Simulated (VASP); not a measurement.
The system is MoS2.

```
CELL_PARAMETERS angstrom
1.58550 0.91539 6.11500
-1.58550 0.91539 6.11500
0.00000 -1.83078 6.11500
ATOMIC_POSITIONS crystal
Mo 0.00000 0.00000 0.00000
S 0.25000 0.25000 0.25000
S 0.75000 0.75000 0.75000
```

Measurements of this composition are mostly on another form, of space group No. 194.

| Item | Value |
| --- | --- |
| Program | VASP 6.6.1 |
| Task | single point |
| Functional | PBE |
| Potentials or basis | VASP PAW PBE potentials, release 64 (Mo_sv, S_h) |
| Cutoff | 1400 eV |
| k mesh | 10 × 10 × 10 |
| Occupations | gaussian, width 0.05 eV |
| Spin | no spin polarisation |

On this cell: pressure 8.0 GPa; largest force 1.010 eV/Å; band gap on the k mesh none (metal or under the smearing width).

The same run follows on a disturbed copy (grid = ENCUT=1400 k=10x10x10 ISMEAR=0 SIGMA=0.05 PREC=Accurate EDIFF=1e-08 LREAL=False ADDGRID=False LASPH=True; atoms moved at random, drawn with an rms of 0.1 Å):

```xyz
3
Lattice="1.5855 0.9154 6.1150 -1.5855 0.9154 6.1150 0.0000 -1.8308 6.1150" Properties=species:S:1:pos:R:3 pbc="T T T"
Mo    0.0917    0.0333    0.1288
S    -0.0434   -0.0909    4.5674
S    -0.0506   -0.0608   13.7962
```

Task: What does the disturbed cell give?

Result: The energy (extrapolated to zero smearing) moves by +93.3 meV/atom; pressure 7.9 GPa; largest force 3.573 eV/Å; band gap on the k mesh none (metal or under the smearing width).

Forces on the atoms (eV/Å):
```
Mo  -1.564 -1.140 -3.004
S    0.225  0.365  0.597
S    1.340  0.775  2.406
```

Stress tensor (GPa, compression positive):
```
8.95 3.95 4.65
3.95 5.46 1.52
4.65 1.52 9.30
```

Caveats: the cell's inner coordinates are idealised or old, which leaves forces on the atoms.
